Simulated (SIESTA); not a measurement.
# PbS (Galena) under changes of volume

One of the cells (26.086 Å³/atom); the others are scaled copies at fixed shape and fractional positions:

```
CELL_PARAMETERS angstrom
0.00000 2.96575 2.96575
2.96575 0.00000 2.96575
2.96575 2.96575 0.00000
ATOMIC_POSITIONS crystal
Pb 0.00000 0.00000 0.00000
S 0.50000 0.50000 0.50000
```

| Item | Value |
| --- | --- |
| Program | SIESTA 5.4.2 |
| Functional | LDA |
| Potentials or basis | PseudoDojo 0.4 standard (LDA files) |
| Basis | DZP (energy shift 0.003 Ry; two zetas on semicore shells) |
| Grid cutoff | 500 Ry |
| Energy shift | 0.003 Ry |
| k mesh | 8 × 8 × 8 |
| Occupations | fermi-dirac, width 0.05 eV |
| Spin | no spin polarisation |

```csv
volume (Å³/atom),energy over the lowest point (meV/atom),pressure (GPa),gap on the mesh (eV)
24.521,5.10,2.2,0.07
25.042,0.30,0.7,0.16
25.564,0.00,-0.5,0.23
26.086,3.73,-1.8,0.30
26.607,11.20,-2.8,0.37
27.129,?,?,?
27.651,35.54,-4.6,0.48
```

What does the run at 27.129 Å³/atom give?

Energy over the lowest point 21.91 meV/atom; pressure -3.7 GPa; gap on the mesh 0.43 eV.

Worked out: A Birch-Murnaghan fit of order 3 (a polynomial in V^(-2/3)) to the other rows has its minimum at 25.34 Å³/atom with B0 = V·E''(V) = 63 GPa and B' = 4.2. It gives 21.88 meV/atom at 27.129 Å³/atom, against the run's 21.91, and -dE/dV = -3.8 GPa, against -3.7.

Energies are extrapolated to zero smearing.

Caveats: spin-orbit coupling is left out, which as a rule narrows the gap of such compounds by several tenths of an eV; the basis of atomic orbitals isn't converged, which shifts pressures, moduli and gaps.

A mesh can miss the band edges.
